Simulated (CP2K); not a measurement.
Runs of CP2K 2026.2 on KF (Carobbiite). It takes space group Fm-3m (No. 225, cubic). Conventional cell: a = 5.344 Å, b = 5.344 Å, c = 5.344 Å, α = 90.00°, β = 90.00°, γ = 90.00°. K (site symmetry m-3m) has 6 F at 2.67 Å as nearest neighbours. F (site symmetry m-3m) has 6 K at 2.67 Å as nearest neighbours. 

```csv
level,cutoff of the non-local correlation (Ry),gap on the mesh (eV),pressure (GPa)
PBE,-,6.16,1.5
LDA,-,5.72,-3.1
WC,-,6.11,-0.3
PBEsol,-,6.00,-0.4
BEEF-vdW,300,6.49,(b)
r2SCAN,-,6.72,-0.3
BLYP,-,6.21,(a)
```

Alike in all rows: task band structure; potentials or basis POTENTIAL_UZH K GTH-PBE-q9, F GTH-PBE-q7; TZVP-MOLOPT-PBE-GTH basis; no spin polarisation; cell as given; k mesh 9 × 9 × 9; smearing fermi-dirac 0.05 eV.

Task: Estimate the missing entries.

Result: (a) 2.2; (b) 2.7.

Caveats: the basis of atomic orbitals isn't converged, which shifts pressures, moduli and gaps; the potentials were made for another functional, which shifts forces and pressure (some runs).

